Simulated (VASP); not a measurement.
# Ru (P6_3/mmc) in VASP: a series of runs

Runs on Ru. Level: PBEsol. Tasks: single point.

Everything below comes from runs of VASP 6.6.1. Logs are shortened: lines on timing, memory, paths and dates and some standing lists are left out, and cuts for length are marked.

### 1 The undisturbed crystal

Symmetry: P6_3/mmc, No. 194, hexagonal system. Conventional cell: a = 2.706 Å, b = 2.706 Å, c = 4.282 Å, α = 90.00°, β = 90.00°, γ = 120.00°. Around Ru (site symmetry -6m2) lie 12 Ru at 2.65 to 2.71 Å.

### 2 Single point, PBEsol (grid = ENCUT=400 dk=0.9 cell=3x3x3 ISMEAR=1 SIGMA=0.1 LREAL=Auto EDIFF=1e-06)

File INCAR:

```
SYSTEM = Ru
PREC = Accurate
ENCUT = 400
EDIFF = 1E-6
ISMEAR = 1
SIGMA = 0.1
LREAL = Auto
LASPH = .TRUE.
NELM = 120
ALGO = Fast
ISIF = 2
LWAVE = .FALSE.
LCHARG = .FALSE.
GGA = PS
NBANDS = 424
NCORE = 2
KPAR = 1
```

File KPOINTS:

```
Automatic mesh
0
G
  1 1 1
  0 0 0
```

File POSCAR:

```
Ru
1.0
    8.1174000000      0.0000000000      0.0000000000
   -4.0587000000      7.0298746128      0.0000000000
    0.0000000000      0.0000000000     12.8457000000
Ru
53
Direct
    0.2222222222      0.1111111111      0.5833333333
    0.2222222222      0.1111111111      0.9166666667
    0.2222222222      0.4444444444      0.2500000000
    0.2222222222      0.4444444444      0.5833333333
    0.2222222222      0.4444444444      0.9166666667
    0.2222222222      0.7777777778      0.2500000000
    0.2222222222      0.7777777778      0.5833333333
    0.2222222222      0.7777777778      0.9166666667
    0.5555555556      0.1111111111      0.2500000000
    0.5555555556      0.1111111111      0.5833333333
    0.5555555556      0.1111111111      0.9166666667
    0.5555555556      0.4444444444      0.2500000000
    0.5555555556      0.4444444444      0.5833333333
    0.5555555556      0.4444444444      0.9166666667
    0.5555555556      0.7777777778      0.2500000000
    0.5555555556      0.7777777778      0.5833333333
    0.5555555556      0.7777777778      0.9166666667
    0.8888888889      0.1111111111      0.2500000000
    0.8888888889      0.1111111111      0.5833333333
    0.8888888889      0.1111111111      0.9166666667
    0.8888888889      0.4444444444      0.2500000000
    0.8888888889      0.4444444444      0.5833333333
    0.8888888889      0.4444444444      0.9166666667
    0.8888888889      0.7777777778      0.2500000000
    0.8888888889      0.7777777778      0.5833333333
    0.8888888889      0.7777777778      0.9166666667
    0.1111111111      0.2222222222      0.0833333333
    0.1111111111      0.2222222222      0.4166666667
    0.1111111111      0.2222222222      0.7500000000
    0.1111111111      0.5555555556      0.0833333333
    0.1111111111      0.5555555556      0.4166666667
    0.1111111111      0.5555555556      0.7500000000
    0.1111111111      0.8888888889      0.0833333333
    0.1111111111      0.8888888889      0.4166666667
    0.1111111111      0.8888888889      0.7500000000
    0.4444444444      0.2222222222      0.0833333333
    0.4444444444      0.2222222222      0.4166666667
    0.4444444444      0.2222222222      0.7500000000
    0.4444444444      0.5555555556      0.0833333333
    0.4444444444      0.5555555556      0.4166666667
    0.4444444444      0.5555555556      0.7500000000
    0.4444444444      0.8888888889      0.0833333333
    0.4444444444      0.8888888889      0.4166666667
    0.4444444444      0.8888888889      0.7500000000
    0.7777777778      0.2222222222      0.0833333333
    0.7777777778      0.2222222222      0.4166666667
    0.7777777778      0.2222222222      0.7500000000
    0.7777777778      0.5555555556      0.0833333333
    0.7777777778      0.5555555556      0.4166666667
    0.7777777778      0.5555555556      0.7500000000
    0.7777777778      0.8888888889      0.0833333333
    0.7777777778      0.8888888889      0.4166666667
    0.7777777778      0.8888888889      0.7500000000
```

Potentials or basis: VASP PAW PBE potentials, release 64 (Ru_pv).

The run is started by

```bash
$ cat potpaw_PBE.64/Ru_pv/POTCAR > POTCAR
$ mpirun -np 4 vasp_std > vasp.out
```

OUTCAR:

```text
SYSTEM = Ru
   PREC = Accurate
   ENCUT = 400
   EDIFF = 1E-6
   ISMEAR = 1
   LREAL = Auto
   LASPH = .TRUE.
   NELM = 120
   ISIF = 2
   GGA = PS

 Found      1 irreducible k-points:

 Following reciprocal coordinates:
            Coordinates               Weight
  0.000000  0.000000  0.000000      1.000000
   k-points           NKPTS =      1   k-points in BZ     NKDIM =      1   number of bands    NBANDS=    424
   number of dos      NEDOS =    301   number of ions     NIONS =     53
   total plane-waves  NPLWV = 244944
   dimension x,y,z NGX =    54 NGY =   54 NGZ =   84
   dimension x,y,z NGXF=   108 NGYF=  108 NGZF=  168
   ions per type =              53
   NGX,Y,Z   is equivalent  to a cutoff of  11.06, 11.06, 10.87 a.u.
   NGXF,Y,Z  is equivalent  to a cutoff of  22.12, 22.12, 21.74 a.u.
 SYSTEM =  Ru
   PREC   = accura    normal or accurate (medium, high low for compatibility)
   ISTART =      0    job   : 0-new  1-cont  2-samecut
   ICHARG =      2    charge: 1-file 2-atom 10-const
   ISPIN  =      1    spin polarized calculation?
   LNONCOLLINEAR =      F non collinear calculations
   LSORBIT =      F    spin-orbit coupling
   LASPH  =      T    aspherical Exc in radial PAW
   ENCUT  =  400.0 eV  29.40 Ry    5.42 a.u.  13.24 13.24 20.95*2*pi/ulx,y,z
   NELM   =    120;   NELMIN=  2; NELMDL= -5     # of ELM steps
   EDIFF  = 0.1E-05   stopping-criterion for ELM
   LREAL  =      T    real-space projection
   EDIFFG = 0.1E-04   stopping-criterion for IOM
   NSW    =      0    number of steps for IOM
   IBRION =     -1    ionic relax: 0-MD 1-quasi-New 2-CG
   NFREE  =      0    steps in history (QN), initial steepest desc. (CG)
   ISIF   =      2    stress and relaxation
   ISYM   =      2    0-nonsym 1-usesym 2-fastsym
   POTIM  = 0.5000    time-step for ionic-motion
   TEBEG  =    0.0;   TEEND  =   0.0 temperature during run
   PSTRESS=    0.0 pullay stress
   NELECT =     742.0000    total number of electrons
   NUPDOWN=      -1.0000    fix difference up-down
   EMIN   =  10.00;   EMAX   =-10.00  energy-range for DOS
   EFERMI =   0.00;   METHOD = LEGACY
   ISMEAR =     1;   SIGMA  =   0.10  broadening in eV -4-tet -1-fermi 0-gaus
   EFERMI_NEDOS =   21; number of points for ismear=-14 and -15
   IALGO  =     68    algorithm
   IMIX   =      4    mixing-type and parameters
     AMIX     =   0.40;   BMIX     =  1.00
     AMIX_MAG =   1.60;   BMIX_MAG =  1.00
  volume/ion in A,a.u.               =      13.83        93.33
  Fermi-wavevector in a.u.,A,eV,Ry     =   1.643748  3.106234 36.761705  2.701909
  Thomas-Fermi vector in A             =   2.733830
   LORBIT       =      0    0 simple, 1 ext, 2 COOP (PROOUT), +10 PAW based schemes
   GGA     = PS    functional components
   LHFCALC =     F    Hartree Fock is set to
   AEXX    =    0.0000 exact exchange contribution
   IVDW    =     0    specifies the selected vdW correction
   LEPSILON=     F    determine dielectric tensor
   LRPA    =     F    only Hartree local field effects (RPA)
 non-spin polarized calculation
 RMM-DIIS sequential band-by-band and
 Methfessel and Paxton  Order N= 1 SIGMA  =   0.10
  energy-cutoff  :      400.00
  volume of cell :      733.03
 maximum number of plane-waves:     13235
 NGX is ok and might be reduce to    54
   NGX = 27   NGY = 27   NGZ = 41

 number of electron     742.0000201 magnetization

 Free energy of the ion-electron system (eV)
  ---------------------------------------------------
  ext. energy  EPLUGINS =         0.00000000
  ---------------------------------------------------
  free energy    TOTEN  =      -504.43424424 eV

  energy without entropy =     -504.38942051  energy(sigma->0) =     -504.41930300

 E-fermi :  12.4295     XC(G=0): -14.1591

 val. band max:       12.2319488282   @ k =   0.0000   0.0000   0.0000
 cond. band min:      12.4398406367   @ k =   0.0000   0.0000   0.0000
 fundamental gap:      0.2078918085
 Fermi energy:        12.4294813924

 k-point     1 :       0.0000    0.0000    0.0000
  band No.  band energies     occupation
      1     -31.2869      2.00000
      2     -31.1582      2.00000
      3     -31.1554      2.00000
      4     -31.1554      2.00000
      5     -31.1462      2.00000
      6     -31.1403      2.00000
[... 375 lines left out ...]
    382      12.8053     -0.00000
    383      12.8074     -0.00000
 [bands above 383 left out]

------------------------ aborting loop because EDIFF is reached ----------------------------------------

  FORCE on cell =-STRESS in cart. coord.  units (eV):
  Direction    XX          YY          ZZ          XY          YZ          ZX
  --------------------------------------------------------------------------------------
  -------------------------------------------------------------------------------------
  Total       61.0434019     61.0434019    -86.3964226      0.0000000     -0.0000000     -0.0000000
  in kB      133.4218658    133.4218658   -188.8356733      0.0000000     -0.0000000     -0.0000000
  external PRESSURE =      26.0026861 kB  Pullay stress =       0.0000000 kB

 VOLUME and BASIS-vectors are now :
 -----------------------------------------------------------------------------
  energy-cutoff  :      400.00
  volume of cell :      733.03
      direct lattice vectors                 reciprocal lattice vectors
     8.117400000  0.000000000  0.000000000     0.123192155  0.071125024  0.000000000
    -4.058700000  7.029874613  0.000000000     0.000000000  0.142250048  0.000000000
     0.000000000  0.000000000 12.845700000     0.000000000  0.000000000  0.077847062

 POSITION                                       TOTAL-FORCE (eV/Angst)
 -----------------------------------------------------------------------------------
      1.35290      0.78110      7.49332        -0.000000     -0.000000     -0.402139
      1.35290      0.78110     11.77523        -0.000000     -0.000000      0.402139
      0.00000      3.12439      3.21143         0.022141      0.790973      0.000000
      0.00000      3.12439      7.49332         0.097238      0.053820     -0.122945
      0.00000      3.12439     11.77523         0.097238      0.053820      0.122945
     -1.35290      5.46768      3.21143         0.696074     -0.376312      0.000000
[... 45 lines left out ...]
      2.70580      6.24878      5.35238         0.456011      0.263278     -0.107030
      2.70580      6.24878      9.63428         0.255782      0.147676      0.000000
 -----------------------------------------------------------------------------------
    total drift:                               -0.000007     -0.000004     -0.000000

  FREE ENERGIE OF THE ION-ELECTRON SYSTEM (eV)
  ---------------------------------------------------
  free  energy   TOTEN  =      -504.4342442406 eV

  energy  without entropy=     -504.3894205069  energy(sigma->0) =     -504.41930300
```

Run time: 2.4 min. Hardware: 4 MPI ranks of AMD EPYC 9R45 (Zen 5), shared host; peak memory 0.28 GiB.

The run converged, but some of its settings lie outside the range that counts as converged, so its numbers aren't taken as properties of the crystal.

What came out:

```yaml
Free_energy: -504.4342 eV
Pressure: 2.6 GPa
Largest_force: 0.882 eV/Å
Band_gap_on_the_k_mesh: 0.21 eV, direct
```

Caveat: the PAW data sets were made with another functional, which shifts forces and pressure a little.

### 3 Single point, PBEsol (grid = ENCUT=650 dk=0.27 cell=3x3x2 ISMEAR=1 SIGMA=0.1 LREAL=Auto EDIFF=1e-06)

File INCAR:

```
SYSTEM = Ru
PREC = Accurate
ENCUT = 650
EDIFF = 1E-6
ISMEAR = 1
SIGMA = 0.1
LREAL = Auto
LASPH = .TRUE.
NELM = 120
ALGO = Fast
ISIF = 2
LWAVE = .FALSE.
LCHARG = .FALSE.
GGA = PS
NBANDS = 288
NCORE = 1
KPAR = 2
```

File KPOINTS:

```
Automatic mesh
0
G
  4 4 3
  0 0 0
```

File POSCAR:

```
Ru
1.0
    8.1174000000      0.0000000000      0.0000000000
   -4.0587000000      7.0298746128      0.0000000000
    0.0000000000      0.0000000000      8.5638000000
Ru
36
Direct
    0.2222222222      0.1111111111      0.3750000000
    0.2222222222      0.1111111111      0.8750000000
    0.2222222222      0.4444444444      0.3750000000
    0.2222222222      0.4444444444      0.8750000000
    0.2222222222      0.7777777778      0.3750000000
    0.2222222222      0.7777777778      0.8750000000
    0.5555555556      0.1111111111      0.3750000000
    0.5555555556      0.1111111111      0.8750000000
    0.5555555556      0.4444444444      0.3750000000
    0.5555555556      0.4444444444      0.8750000000
    0.5555555556      0.7777777778      0.3750000000
    0.5555555556      0.7777777778      0.8750000000
    0.8888888889      0.1111111111      0.3750000000
    0.8888888889      0.1111111111      0.8750000000
    0.8888888889      0.4444444444      0.3750000000
    0.8888888889      0.4444444444      0.8750000000
    0.8888888889      0.7777777778      0.3750000000
    0.8888888889      0.7777777778      0.8750000000
    0.1111111111      0.2222222222      0.1250000000
    0.1111111111      0.2222222222      0.6250000000
    0.1111111111      0.5555555556      0.1250000000
    0.1111111111      0.5555555556      0.6250000000
    0.1111111111      0.8888888889      0.1250000000
    0.1111111111      0.8888888889      0.6250000000
    0.4444444444      0.2222222222      0.1250000000
    0.4444444444      0.2222222222      0.6250000000
    0.4444444444      0.5555555556      0.1250000000
    0.4444444444      0.5555555556      0.6250000000
    0.4444444444      0.8888888889      0.1250000000
    0.4444444444      0.8888888889      0.6250000000
    0.7777777778      0.2222222222      0.1250000000
    0.7777777778      0.2222222222      0.6250000000
    0.7777777778      0.5555555556      0.1250000000
    0.7777777778      0.5555555556      0.6250000000
    0.7777777778      0.8888888889      0.1250000000
    0.7777777778      0.8888888889      0.6250000000
```

Potentials or basis: VASP PAW PBE potentials, release 64 (Ru_pv).

The run is started by

```bash
$ cat potpaw_PBE.64/Ru_pv/POTCAR > POTCAR
$ mpirun -np 4 vasp_std > vasp.out
```

Wall time 12 min (4 MPI ranks of Intel Xeon 6975P-C (Granite Rapids), shared host); peak memory 0.82 GiB.

The run converged, but some of its settings lie outside the range that counts as converged, so its numbers aren't taken as properties of the crystal.

What came out:

| Quantity | Value |
| --- | --- |
| Free energy | -366.1059 eV |
| Pressure | -6.6 GPa |
| Band gap on the k mesh | none (metal or under the smearing width) |

Caveat: the PAW data sets were made with another functional, which shifts forces and pressure a little.
